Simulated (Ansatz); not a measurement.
Rutile RuO2 was calculated with PBEsol (plane waves, PAW; Ansatz, a quantum-chemistry and plane-wave program).

Settings: plane-wave cutoff 520 eV, 12×12×18 k mesh (along the axes of the cell as run), Fermi–Dirac smearing 0.05 eV, no spin polarisation, scalar-relativistic PAW data made under PBE.

Shape and atoms are relaxed at each volume.

Pressure at four volumes; x = ln(V/10.278 Å³). One pressure is withheld.

```tsv
V (Å³/atom)	x	P (GPa)
9.867	-0.0408	12.51
10.278	0.0000	0.00
10.483	0.0197	-5.26
10.689	0.0392	?
```

Pass a parabola P(x) through the three rows shown, estimate the bulk modulus and its pressure derivative near zero pressure, and predict the withheld pressure.

Slopes between the rows: (0.00 − (12.51))/(0.0000 − (-0.0408)) = -306.62 and (-5.26 − (0.00))/(0.0197 − (0.0000)) = -267.01 GPa. Their difference over the span 0.0605 is c = 39.61/0.0605 = 654.7 GPa, so P(x) = 12.51 + (-306.62)(x − (-0.0408)) + 654.7 (x − (-0.0408))(x − (0.0000)). At the middle row B = −dP/dx = −[-306.62 + 654.7 × 0.0408] = 279.9 GPa, and B′ = dB/dP = 2c/B = 4.7. At x = 0.0392 the parabola gives -9.97 GPa; the run gives -9.96 GPa. The Birch–Murnaghan fit to the energies at all volumes has B0 = 279 GPa and B′ = 4.7.

Measured, for comparison: bulk modulus 270 GPa (room temperature, no zero-point or thermal correction; as tabulated in LI and ZENG (2008), arXiv:0807.3251). Computed (rounded) less measured: bulk modulus +3 %. A static lattice is as a rule a little smaller and stiffer than an uncorrected measurement, which narrows the difference in the bulk modulus and would widen misses of the other sign.

Note: the bulk modulus comes from volumes at which shape and atoms were relaxed.
